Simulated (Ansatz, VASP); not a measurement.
**NaH in VASP and in Ansatz**

```
CELL_PARAMETERS angstrom
0.00000 2.44000 2.44000
2.44000 0.00000 2.44000
2.44000 2.44000 0.00000
ATOMIC_POSITIONS crystal
Na 0.00000 0.00000 0.00000
H 0.50000 0.50000 0.50000
```

Alike in both runs: task single point; functional PBE; k mesh 13 × 13 × 13; occupations fermi-dirac, width 0.02 eV; no spin polarisation.

|  | VASP | Ansatz |
| --- | --- | --- |
| version | VASP 6.6.1 | Ansatz 0.2.0 |
| potentials or method | VASP PAW PBE potentials, release 64 (Na_pv, H), cutoff 520 eV | all-electron LAPW, scalar-relativistic |

|  | VASP | Ansatz | Ansatz less VASP |
| --- | --- | --- | --- |
| gap on the k mesh at the Fermi level (eV) | 3.86 | 3.86 | +0.002 |
| pressure (GPa) | -0.7 | -0.6 | +0.05 |

Ansatz ran all-electron here, so the differences hold the error of VASP's frozen core and of both bases.

Caveats: an odd mesh through Γ misses points on the zone boundary, where band edges often lie.
